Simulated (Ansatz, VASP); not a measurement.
One calculation of HfB, two programs

```
Hf B
1.0
     0.00000    2.39348    2.39348
     2.39348    0.00000    2.39348
     2.39348    2.39348    0.00000
Hf B
1 1
Direct
  0.50000 0.50000 0.50000
  0.00000 0.00000 0.00000
```

Alike in both runs: functional PBEsol; k mesh 8 × 8 × 8; occupations gaussian, width 0.1 eV; no spin polarisation.

Ansatz relaxed the structure, and its values are those at the end. VASP's run is a single point on that final structure, the one shown.

|  | VASP | Ansatz |
| --- | --- | --- |
| version | VASP 6.6.1 | Ansatz 0.2.0 |
| potentials or method | VASP PAW PBE potentials, release 64 (Hf_pv, B) | scalar-relativistic, plane waves, PAW |
| plane-wave cutoff (eV) | 520 | 420 |
| valence electrons in the cell | 13 | 29 |

VASP gave:

```
gap on the k mesh at the Fermi level (eV) : none
pressure (GPa)                            : 0.4
```

Estimate Ansatz's values.

gap on the k mesh at the Fermi level (eV): none; pressure (GPa): 0.1.

A gap of «none» marks a metal or a gap that the smearing closes. The two sets of potentials don't hold the same shells in valence.

Caveats: the PAW data sets were made with another functional, which shifts forces and pressure a little (VASP). The runs have no spin-orbit coupling, so splittings on Hf are missing.
